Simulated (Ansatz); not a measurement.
## Is this Si structure a true minimum?

The cell was found from a structure generator's guess, not taken from experiment.

These are results of DFT PBE, scalar-relativistic, plane waves, PAW (Ansatz 0.2.0), not measurements. Settings: cutoff 420 eV, Γ-centred mesh 28×28×28 on the computed 1-atom cell, Gaussian smearing of 0.10 eV; no spin polarisation.

The cell below (1 atom, space group I4/mmm (No. 139)) is relaxed within its symmetry.

```xyz
1
Lattice="-1.3275 1.6526 1.6529 1.3275 -1.6526 1.6529 1.3275 1.6526 -1.6529" Properties=species:S:1:pos:R:3 pbc="T T T"
Si    0.0000    0.0000    1.6529
```

For the test a repeat of it with 4 atoms (edges 2.69, 4.62, 5.38 Å) was strained at random (σ = 1.5 % a component), the atoms were moved at random (σ = 0.10 Å), and all was relaxed again on a coarse 8×8×8 mesh (in the run’s order of axes) with 0.20 eV smearing, with no symmetry imposed.

Question: Does it come back?

Answer: It doesn't return. The energy falls by 170 meV/atom on that mesh, the volume changes by 4.3 %, and the end has space group P6/mmm (No. 191) at a loose tolerance. Relaxed again on a 24×24×22 mesh with 0.10 eV smearing, the new structure lies 176 meV/atom below the first (mesh in the axes of the run's cell; the cell below is made exact in the group named). Space group P6/mmm (No. 191), hexagonal, a = 2.648 Å, c = 2.488 Å. Around Si lie 2 Si at 2.49 Å and 6 Si at 2.65 Å.

```
Si
1.0
     2.64778    0.00000    0.00000
    -1.32389    2.29304    0.00000
     0.00000    0.00000    2.48753
Si
1
Direct
  0.00000 0.00000 0.50000
```
